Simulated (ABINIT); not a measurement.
Runs of ABINIT 10.8.3 (patched build) on Al2Pt. Symmetry: Fm-3m, No. 225, cubic system. The conventional cell has a = 5.910 Å, b = 5.910 Å, c = 5.910 Å, α = 90.00°, β = 90.00°, γ = 90.00°. Pt (site symmetry m-3m) is surrounded by 8 Al at 2.56 Å. Around Al (site symmetry -43m) lie 4 Pt at 2.56 Å. 

```csv
task,level,cell,cutoff (eV),fine-grid cutoff,cell freedom (optcell),cutoff smearing ecutsm (Ha),optimiser (ionmov),force stop (Ha/bohr),gap on the mesh (eV),pressure (GPa)
band structure,WC,as given,517,1034.03 eV,-,-,-,-,none,(a)
band structure,BLYP,as given,517,1034.03 eV,-,-,-,-,none,6.4
band structure,RPBE,as given,517,1034.03 eV,-,-,-,-,none,4.3
relaxation of cell and atoms,PBE,relaxed,435,870.764 eV,2,0.5,22,0.0001,none,0.0
band structure,PBEsol,as given,517,1034.03 eV,-,-,-,-,none,-0.8
band structure,revPBE,as given,517,1034.03 eV,-,-,-,-,none,3.8
band structure,SCAN,as given,517,1034.03 eV,-,-,-,-,none,-2.7
band structure,PW91,as given,517,1034.03 eV,-,-,-,-,none,(b)
```

Alike in all rows: potentials or basis JTH PAW PBE v2.0; no spin polarisation; k mesh 8 × 8 × 8; smearing fermi-dirac 0.05 eV.

Fill in the values left out.

(a) -0.4; (b) 2.2.

Caveats: the PAW data sets were made with another functional, which shifts forces and pressure a little (some runs); spin-orbit coupling is left out, which moves the levels of the heavy elements (some runs).

A k mesh can miss the band edges, and the runs leave out spin-orbit coupling on Pt.

A gap of «none» marks a metal or a gap under the smearing width.
